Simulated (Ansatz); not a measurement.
Input:

BeO:
Space group P6₃mc (No. 186); a = b = 2.693 Å, c = 4.373 Å, α = β = 90.00°, γ = 120.00°

```
atom  site  symmetry       x       y       z
----  ----  --------  ------  ------  ------
Be      2b       3m.  0.6667  0.3333  0.0002
O       2b       3m.  0.6667  0.3333  0.3778
```

This is the PBEsol-relaxed structure.

### Question
All from PBEsol (plane waves, PAW; program Ansatz), unless another level is named. Predict the formation energy from the elements (no fitted shifts).

### Answer
-269 kJ/mol of atoms.

### Question
Predict the band gap.

### Answer
7.51 eV (direct).

### Question
Next, the hole effective mass?

### Answer
0.38, 3.4, 3.4 mₑ (principal values).

### Question
And the valence-band maximum?

### Answer
at Γ.

### Question
Give the weight of the valence-edge state by species (Voronoi cells).

### Answer
O 90 %, Be 10 %.

### Question
And the weight of the conduction-edge state by species (Voronoi cells)?

### Answer
O 53 %, Be 47 %.

Space group P6_3mc (wurtzite). Symmetry was held in the PBEsol relaxation; of distortions, only those at the zone centre were tested. The references are the lowest solids computed at this level, not always the standard phases (solids in place of the gases).

Potentials: the later of the program's two PAW sets.
